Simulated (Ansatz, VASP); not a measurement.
# Two plane-wave programs on Ta8N7 (a cell with a defect)

Contents of INCAR:

```
PREC     = Accurate       # precision mode
ENCUT    = 520            # plane-wave cutoff, eV
EDIFF    = 1E-6           # SCF threshold, eV
ISMEAR   = 0              # smearing method
SIGMA    = 0.1            # smearing width, eV
LREAL    = Auto         
LASPH    = True           # aspherical terms in the spheres
NELM     = 100            # most SCF steps
ALGO     = Normal         # electronic algorithm
ISIF     = 2              # what is computed and relaxed
LWAVE    = False          # write WAVECAR
LCHARG   = False          # write CHGCAR
GGA      = PE             # functional
IBRION   = 2              # ionic algorithm
NSW      = 65             # ionic steps
EDIFFG   = -0.025         # ionic threshold
```

The input KPOINTS:

```
regular mesh
0
Gamma
  1 1 1
```

Contents of POSCAR:

```
Ta8N7
1.0
    0.0000000000      0.0000000000     -5.7955432028
    2.9501846797     -5.1098697569      0.0000000000
   -5.9003693593      0.0000000000      0.0000000000
Ta N
8 7
Direct
    0.2500000000      0.1666666667      0.3333333333
    0.7500000000      0.1666666667      0.3333333333
    0.2500000000      0.6666666667      0.3333333333
    0.7500000000      0.6666666667      0.3333333333
    0.2500000000      0.1666666667      0.8333333333
    0.7500000000      0.1666666667      0.8333333333
    0.2500000000      0.6666666667      0.8333333333
    0.7500000000      0.6666666667      0.8333333333
    0.0000000000      0.0000000000      0.5000000000
    0.5000000000      0.5000000000      0.5000000000
    0.0000000000      0.5000000000      0.5000000000
    0.5000000000      0.0000000000      0.0000000000
    0.0000000000      0.0000000000      0.0000000000
    0.5000000000      0.5000000000      0.0000000000
    0.0000000000      0.5000000000      0.0000000000
```

Input for Ansatz:

```yaml
crystal:
  lattice:
    - [0.0, 0.0, -5.7955432028]
    - [2.9501846797, -5.1098697569, 0.0]
    - [-5.9003693593, 0.0, 0.0]
  atoms:
    - { symbol: Ta, position: [0.25, 0.1666666667, 0.3333333333] }
    - { symbol: Ta, position: [0.75, 0.1666666667, 0.3333333333] }
    - { symbol: Ta, position: [0.25, 0.6666666667, 0.3333333333] }
    - { symbol: Ta, position: [0.75, 0.6666666667, 0.3333333333] }
    - { symbol: Ta, position: [0.25, 0.1666666667, 0.8333333333] }
    - { symbol: Ta, position: [0.75, 0.1666666667, 0.8333333333] }
    - { symbol: Ta, position: [0.25, 0.6666666667, 0.8333333333] }
    - { symbol: Ta, position: [0.75, 0.6666666667, 0.8333333333] }
    - { symbol: "N", position: [0.0, 0.0, 0.5] }
    - { symbol: "N", position: [0.5, 0.5, 0.5] }
    - { symbol: "N", position: [0.0, 0.5, 0.5] }
    - { symbol: "N", position: [0.5, 0.0, 0.0] }
    - { symbol: "N", position: [0.0, 0.0, 0.0] }
    - { symbol: "N", position: [0.5, 0.5, 0.0] }
    - { symbol: "N", position: [0.0, 0.5, 0.0] }
basis:
  ecutwfc: 420
  xc_grid: 2
kpoints:
  mp_grid: { grid: [1, 1, 1], shift: [0.0, 0.0, 0.0] }
hamiltonian:
  xc: pbe
scf:
  occupations: { method: gaussian, width: 0.1 }
output:
  forces: true
  stress: false
  eigenvalues: true
relax:
  adjacent_minimum: "off"
  f_tol: 0.025
  max_steps: 45
```

Change from the starting cell: N vacancy (site a), charge +0, atoms relaxed at the host's cell.

Alike in both runs: task relaxation of the atoms; functional PBE; k mesh 1 × 1 × 1; occupations gaussian, width 0.1 eV; no spin polarisation.

```csv
,VASP,Ansatz
version,VASP 6.6.1,Ansatz 0.2.0
potentials or method,"VASP PAW PBE potentials, release 64 (Ta_pv, N)","scalar-relativistic, plane waves, PAW"
plane-wave cutoff (eV),520,420
valence electrons in the cell,123,139
```

```tsv
	VASP	Ansatz	Ansatz less VASP
energy change over the relaxation (meV/atom)	-6	-6	-0.2
```

The two sets of potentials don't hold the same shells in valence.

The runs have no spin-orbit coupling, so splittings on Ta are missing.
